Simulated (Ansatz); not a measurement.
Notes on BaTiO3

```
Ba Ti O
1.0
     4.03701    4.02575    0.00000
     0.02248    4.03696    4.02574
     4.03701    0.01121    4.02574
Ba Ti O
2 2 6
Direct
  0.00000 0.00000 0.00000
  0.50000 0.50000 0.50000
  0.24400 0.24400 0.24400
  0.74400 0.74400 0.74400
  0.00185 0.50975 0.50975
  0.50185 0.00975 0.00975
  0.00975 0.50185 0.00975
  0.50975 0.00185 0.50975
  0.00975 0.00975 0.50185
  0.50975 0.50975 0.00185
```

Level: r2SCAN, no spin polarisation; 500 eV; 6×6×6 Γ-centred mesh; fermi-dirac occupations (width 0.1 eV); Ansatz 0.2.0, fixed geometry.

What do density and ELF say about some of the short contacts?

Ti–O at 1.89 Å: least valence density 0.84 e/Å³ and ELF 0.23 there. Ba–O at 2.79 Å: least valence density 0.18 e/Å³ and ELF 0.08 there, a closed-shell (ionic or weak) contact. These are pseudo-fields; inside the PAW spheres they differ from the all-electron ones.

What does the stress say?

The pressure is -1.2 GPa (compression positive), so with the atoms held at these fractions the cell would first shrink.

Which orbitals make up the band edges?

Within 0.7 eV of the edges, the states project mainly on O p (95 %) below the gap and on Ti d (86 %) above it.

Is there a gap, and of what kind?

The gap is 2.71 eV, direct at the points sampled. A semilocal functional usually gives too small a gap.

Origin: a database entry at a rescaled volume.
